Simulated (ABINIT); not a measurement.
## B: single point with PBE

B:

```xyz
1
Lattice="2.3461 0.0000 0.0000 0.0000 2.3461 0.0000 0.0000 0.0000 1.5858" Properties=species:S:1:pos:R:3 pbc="T T T"
B     1.1731    1.1731    0.7929
```

The cell was built by a generator and needn't be a form met in nature.

| Quantity | Value |
| --- | --- |
| Program | ABINIT 10.8.3 (patched build) |
| Task | single point |
| Functional | PBE |
| Potentials or basis | JTH PAW PBE v2.0 |
| Cutoff | 490 eV |
| k mesh | 11 × 11 × 16 |
| Occupations | fermi-dirac, width 0.05 eV |
| Spin | no spin polarisation |

```json
{
 "Pressure": "-0.4 GPa",
 "Band gap on the k mesh": "none (metal or under the smearing width)"
}
```

Stress tensor (GPa, compression positive):
```
-1.42  0.00  0.00
 0.00 -1.42  0.00
 0.00  0.00  1.73
```

Levels at points of the mesh, in eV from the Fermi level:
| k point | band 1 | band 2 | band 3 | band 4 | band 5 |
| --- | --- | --- | --- | --- | --- |
| (0.00, 0.00, 0.00) | -13.99 | 4.42 | 4.42 | 14.31 | 15.44 |
| (0.00, 0.00, 0.50) | -5.95 | 1.40 | 13.54 | 13.54 | 21.35 |

Wall time 4.1 s on 1 thread of Arm Neoverse V2, on a shared host, peak memory 0.07 GiB.

Caveat: the atomic spheres overlap.
